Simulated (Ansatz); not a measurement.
# H: levels along high-symmetry lines

```yaml
crystal:
  lattice:
    - [-0.90518, 0.90518, 0.90518]
    - [0.90518, -0.90518, 0.90518]
    - [0.90518, 0.90518, -0.90518]
  atoms:
    - { symbol: H, position: [0.00000, 0.00000, 0.00000] }
```

The structure comes from a relaxation in the same program, started in the bcc type, and has space group Im-3m. Whether it is a known phase or the ground state wasn't checked.

All numbers below come from Ansatz 0.2.0, DFT, PBE, all-electron LAPW, scalar-relativistic.

Settings: a Γ-centred 20×20×20 k mesh, Fermi–Dirac smearing of 0.05 eV, basis error target 0.5 meV/atom, no spin polarisation.

Points in fractions of the reciprocal vectors of this cell: Γ (0, 0, 0), H (0.5, -0.5, 0.5), N (0, 0, 0.5), P (0.25, 0.25, 0.25). The path joins them by straight lines in the order Γ–H–N–Γ–P–H–P–N; legs that retrace an earlier one aren't tabulated. Energies are in eV from the Fermi level.

Problem. Metal or insulator at this level of theory?

Solution. No gap opens: metallic or semimetallic.

Problem. Tabulate bands 1 to 3, counted from the lowest band of the run, along the path.

Solution. 
```csv
k (1/Å),point,band 1,band 2,band 3
0.00,Γ,-16.40,56.33,73.64
0.50,,-15.50,51.83,65.37
0.99,,-12.78,43.85,55.38
1.49,,-8.29,36.42,47.05
1.98,,-2.12,30.54,40.54
2.48,,5.38,26.74,35.88
2.97,,12.63,26.49,33.08
3.47,H,15.42,32.15,32.15
3.82,,14.25,27.31,31.13
4.17,,11.54,22.24,31.42
4.52,,8.54,18.05,33.21
4.87,,5.90,14.78,36.14
5.22,,3.91,12.45,40.02
5.57,,2.68,11.05,44.53
5.92,N,2.27,10.58,47.65
6.28,,-0.76,14.48,48.13
6.63,,-5.25,21.57,49.57
6.98,,-9.20,29.74,52.02
7.33,,-12.33,38.48,55.60
7.68,,-14.59,47.03,60.74
8.03,,-15.95,53.69,68.14
8.38,Γ,-16.40,56.33,73.64
8.81,,-15.72,52.49,66.49
9.24,,-13.68,44.38,55.82
9.67,,-10.31,35.96,46.31
10.10,,-5.67,28.53,38.15
10.53,,0.03,22.62,31.38
10.96,,5.84,19.28,26.01
11.38,P,8.26,22.04,22.04
11.81,,7.46,19.46,19.46
12.24,,6.78,18.29,18.29
12.67,,7.09,18.52,18.52
13.10,,8.52,20.15,20.15
13.53,,10.94,23.17,23.17
13.96,,13.83,27.54,27.54
14.39,H,15.42,32.15,32.15
17.40,P,8.26,22.04,22.04
17.64,,7.75,19.00,23.00
17.89,,6.55,16.43,25.57
18.14,,5.19,14.32,29.19
18.39,,3.97,12.68,33.56
18.64,,3.04,11.51,38.49
18.88,,2.46,10.81,43.78
19.13,N,2.27,10.58,47.65
```
